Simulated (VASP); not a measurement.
# BN (P6_3/mmc) in VASP: further runs, part 2 of 2

VASP 6.6.1.

## 4. Relaxation of shape and atoms at fixed volume, r2SCAN (a relaxed cell with its volume scaled by 0.91)

File INCAR:

```
SYSTEM = BN
PREC = Accurate
ENCUT = 520
EDIFF = 1E-7
ISMEAR = 0
SIGMA = 0.02
LREAL = .False.
LASPH = .True.
NELM = 60
ALGO = Normal
ISIF = 4
LWAVE = .False.
LCHARG = .False.
METAGGA = R2SCAN
LMIXTAU = .True.
IBRION = 2
NSW = 80
EDIFFG = -0.002
```

File KPOINTS:

```
regular mesh
0
Gamma
  15 15 6
  0 0 0
```

File POSCAR:

```
BN                                      
1.0
    2.4250663456      0.0000000000     -0.0000000000
   -1.2125331728      2.1001690566     -0.0000000000
    0.0000000000     -0.0000000000      6.5796683641
  B               N             
     2     2
Direct
     0.3333333300000021    0.6666666699999979    0.2500000000000000
     0.6666666699999979    0.3333333300000021    0.7500000000000000
     0.3333333300000021    0.6666666699999979    0.7500000000000000
     0.6666666699999979    0.3333333300000021    0.2500000000000000
```

Potentials or basis: VASP PAW PBE potentials, release 64 (B, N).

Launch:

```sh
$ cat potpaw_PBE.64/B/POTCAR potpaw_PBE.64/N/POTCAR > POTCAR
$ mpirun -np 1 vasp_std > vasp.out
```

OUTCAR:

```text
SYSTEM = BN
   PREC = Accurate
   ENCUT = 520
   EDIFF = 1E-7
   ISMEAR = 0
   LREAL = .False.
   LASPH = .True.
   NELM = 60
   ISIF = 4
   METAGGA = R2SCAN
   IBRION = 2
   NSW = 80
   EDIFFG = -0.002

 ion  position               nearest neighbor table
   1  0.333  0.667  0.250-   4 1.40   4 1.40   4 1.40
   2  0.667  0.333  0.750-   3 1.40   3 1.40   3 1.40
   3  0.333  0.667  0.750-   2 1.40   2 1.40   2 1.40
   4  0.667  0.333  0.250-   1 1.40   1 1.40   1 1.40

  LATTYP: Found a hexagonal cell.
 ALAT       =     2.4250663456
 C/A-ratio  =     2.7131910746

  Lattice vectors:

 A1 = (   2.4250663456,   0.0000000000,   0.0000000000)
 A2 = (  -1.2125331728,   2.1001690566,   0.0000000000)
 A3 = (   0.0000000000,   0.0000000000,   6.5796683641)

Analysis of symmetry for initial positions (statically):
=====================================================================
 Subroutine PRICEL returns:
 Original cell was already a primitive cell.

 Routine SETGRP: Setting up the symmetry group for a
 hexagonal supercell.

 Subroutine GETGRP returns: Found 24 space group operations
 (whereof 12 operations were pure point group operations)
 out of a pool of 24 trial point group operations.

[... 362 lines left out ...]

 number of electron      15.9999997 magnetization

 Free energy of the ion-electron system (eV)
  ---------------------------------------------------
  ext. energy  EPLUGINS =         0.00000000
  ---------------------------------------------------
  free energy    TOTEN  =       -38.55672673 eV

  energy without entropy =      -38.55672673  energy(sigma->0) =      -38.55672673

 E-fermi :   2.8669     XC(G=0): -11.2077

 val. band max:        2.6850594273   @ k =   0.3333   0.2667   0.0000
 cond. band min:       7.5091415049   @ k =   0.4667   0.0667   0.0000
 fundamental gap:      4.8240820776
 Fermi energy:         2.8668693860

 k-point     1 :       0.0000    0.0000    0.0000
  band No.  band energies     occupation
      1     -16.3292      2.00000
      2     -15.8590      2.00000
      3      -4.1269      2.00000
      4      -1.1737      2.00000
      5       1.2714      2.00000
      6       1.2714      2.00000
      7       1.3447      2.00000
      8       1.3447      2.00000
      9       8.8150      0.00000
     10      14.6498      0.00000
     11      14.9641      0.00000
     12      14.9641      0.00000
[... 331 lines left out ...]
 k-point    24 :       0.4000    0.2000    0.0000
  band No.  band energies     occupation
      1     -12.5857      2.00000
      2     -12.4905      2.00000
      3      -6.2370      2.00000
      4      -6.0949      2.00000
      5      -3.5997      2.00000
      6      -3.4618      2.00000
      7       1.5904      2.00000
      8       2.6118      2.00000
      9       7.9155      0.00000
     10       9.0150      0.00000
     11      15.1542      0.00000
     12      15.3977      0.00000

 [... further k-points ...]

------------------------ aborting loop because EDIFF is reached ----------------------------------------

  FORCE on cell =-STRESS in cart. coord.  units (eV):
  Direction    XX          YY          ZZ          XY          YZ          ZX
  --------------------------------------------------------------------------------------
  -------------------------------------------------------------------------------------
  Total        0.8003956      0.8003956      0.8004015     -0.0000000      0.0000000      0.0000000
  in kB       38.2677925     38.2677923     38.2680719     -0.0000000      0.0000000      0.0000000
  external PRESSURE =      38.2678856 kB  Pullay stress =       0.0000000 kB
[... 19 lines left out ...]
  FREE ENERGIE OF THE ION-ELECTRON SYSTEM (eV)
  ---------------------------------------------------
  free  energy   TOTEN  =       -38.5567267253 eV

  energy  without entropy=      -38.5567267253  energy(sigma->0) =      -38.55672673

 reached required accuracy - stopping structural energy minimisation
```

OSZICAR:

```text
N       E                     dE             d eps       ncg     rms          rms(c)
DAV:   1     0.626018024198E+02    0.62602E+02   -0.87764E+03  2592   0.128E+03
DAV:   2    -0.423248960054E+02   -0.10493E+03   -0.93618E+02  3708   0.282E+02
DAV:   3    -0.469402554013E+02   -0.46154E+01   -0.45781E+01  3244   0.623E+01
[... 173 lines left out ...]
DAV:   6    -0.385567269024E+02   -0.13342E-05   -0.44030E-08  1740   0.262E-03    0.807E-05
DAV:   7    -0.385567265149E+02    0.38757E-06   -0.75051E-09  1324   0.909E-04    0.841E-05
DAV:   8    -0.385567268869E+02   -0.37206E-06   -0.14719E-09  1304   0.479E-04    0.135E-05
DAV:   9    -0.385567266611E+02    0.22577E-06   -0.35280E-10  1296   0.215E-04    0.144E-05
DAV:  10    -0.385567267253E+02   -0.64158E-07   -0.71250E-11  1296   0.991E-05
  17 F= -.38556727E+02 E0= -.38556727E+02  d E =-.568027E-04
```

It took 11 min on 1 thread of Intel Xeon 6975P-C (Granite Rapids), shared host; peak memory 0.18 GiB.

Results:

```
Free energy               : -38.5567 eV
Energy gained by relaxing : 57.0 meV/atom
Ionic steps               : 17
Pressure after relaxing   : 3.8 GPa
Band gap on the k mesh    : 4.82 eV, indirect (least direct gap 5.14 eV)
```

Step by step:
```csv
step,energy change (eV),largest force (eV/Å),pressure (GPa),volume (Å³)
1,0.0000,0.0000,27.16,33.51
2,-0.2204,0.0000,-0.14,33.51
3,-0.2280,0.0000,3.77,33.51
4,-0.2280,0.0000,4.21,33.51
5,-0.2280,0.0000,4.20,33.51
6,-0.2280,0.0000,4.18,33.51
7,-0.2280,0.0000,4.18,33.51
8,-0.2280,0.0000,4.18,33.51
9,-0.2280,0.0000,4.18,33.51
10,-0.2280,0.0000,4.18,33.51
11,-0.2280,0.0000,4.17,33.51
12,-0.2280,0.0000,4.16,33.51
13,-0.2280,0.0000,4.14,33.51
14,-0.2280,0.0000,4.11,33.51
15,-0.2280,0.0000,4.03,33.51
16,-0.2280,0.0000,3.87,33.51
17,-0.2280,0.0000,3.83,33.51
```

Final structure:
```
CELL_PARAMETERS angstrom
2.49464 0.00000 0.00000
-1.24732 2.16042 0.00000
0.00000 0.00000 6.21777
ATOMIC_POSITIONS crystal
B 0.33333 0.66667 0.25000
B 0.66667 0.33333 0.75000
N 0.33333 0.66667 0.75000
N 0.66667 0.33333 0.25000
```

Levels at points of the mesh, in eV from the valence-band top:
```tsv
k point	band 6	band 7	band 8	band 9	band 10	band 11
(0.00, 0.00, 0.00)	-1.41	-1.34	-1.34	6.13	11.96	12.28
(0.00, 0.00, 0.50)	-1.38	-1.38	-1.38	9.02	9.02	12.38
```

Caveat: the PAW data sets were made with another functional, which shifts forces and pressure a little; an odd mesh through Γ misses points on the zone boundary, where band edges often lie.

## 5. Relaxation of shape and atoms at fixed volume, r2SCAN (a relaxed cell with its volume scaled by 1.09)

INCAR is that of step 4.

KPOINTS is that of step 4.

Changes to POSCAR since step 4:

```diff
@@ -2,5 +2,5 @@
 1.0
-    2.4250663456      0.0000000000     -0.0000000000
-   -1.2125331728      2.1001690566     -0.0000000000
-    0.0000000000     -0.0000000000      6.5796683641
+    2.5754433008      0.0000000000     -0.0000000000
+   -1.2877216504      2.2303993196     -0.0000000000
+    0.0000000000     -0.0000000000      6.9876697767
   B               N
```

Launch:

```sh
$ cat potpaw_PBE.64/B/POTCAR potpaw_PBE.64/N/POTCAR > POTCAR
$ mpirun -np 1 vasp_std > vasp.out
```

It took 4.7 min on 1 thread of Intel Xeon 6975P-C (Granite Rapids), shared host; peak memory 0.19 GiB.

Results (log left out):

```yaml
Free_energy: -38.5846 eV
Energy_gained_by_relaxing: 45.7 meV/atom
Ionic_steps: 3
Pressure_after_relaxing: -1.4 GPa
Band_gap_on_the_k_mesh: 5.01 eV, indirect (least direct gap 5.37 eV)
```

Step by step:
```csv
step,energy change (eV),largest force (eV/Å),pressure (GPa),volume (Å³)
1,0.0000,0.0000,-17.98,40.14
2,-0.1824,0.0000,-2.27,40.14
3,-0.1828,0.0000,-1.45,40.14
```

Final structure:
```xyz
4
Lattice="2.5061 0.0000 0.0000 -1.2530 2.1703 0.0000 0.0000 0.0000 7.3800" Properties=species:S:1:pos:R:3 pbc="T T T"
B     0.0000    1.4469    1.8450
B     1.2530    0.7234    5.5350
N     0.0000    1.4469    5.5350
N     1.2530    0.7234    1.8450
```

Levels at points of the mesh, in eV from the valence-band top:
```csv
k point,band 6,band 7,band 8,band 9,band 10,band 11
"(0.00, 0.00, 0.00)",-1.36,-1.35,-1.35,5.01,9.62,12.21
"(0.00, 0.00, 0.50)",-1.36,-1.36,-1.36,6.92,6.92,12.33
```

Caveat: the PAW data sets were made with another functional, which shifts forces and pressure a little; an odd mesh through Γ misses points on the zone boundary, where band edges often lie.

## 6. The runs side by side

| cell | gap on the mesh (eV) | pressure (GPa) |
| --- | --- | --- |
| relaxed at fixed volume from: a relaxed cell with its volume scaled by 0.94 | 4.85 | 2.2 |
| relaxed at fixed volume from: a relaxed cell with its volume scaled by 1.06 | 5.03 | -1.1 |
| relaxed at fixed volume from: a relaxed cell with its volume scaled by 0.91 | 4.82 | 3.8 |
| relaxed at fixed volume from: a relaxed cell with its volume scaled by 1.09 | 5.01 | -1.4 |

Alike in all rows: task relaxation of shape and atoms at fixed volume; level r2SCAN; potentials or basis VASP PAW PBE potentials, release 64 (B, N); no spin polarisation; k mesh 15 × 15 × 6; cutoff (eV) 520; smearing gaussian 0.02 eV.

Caveats: the PAW data sets were made with another functional, which shifts forces and pressure a little; an odd mesh through Γ misses points on the zone boundary, where band edges often lie.

Total energies depend on the potentials used, so only differences within one code and one set of settings carry meaning.
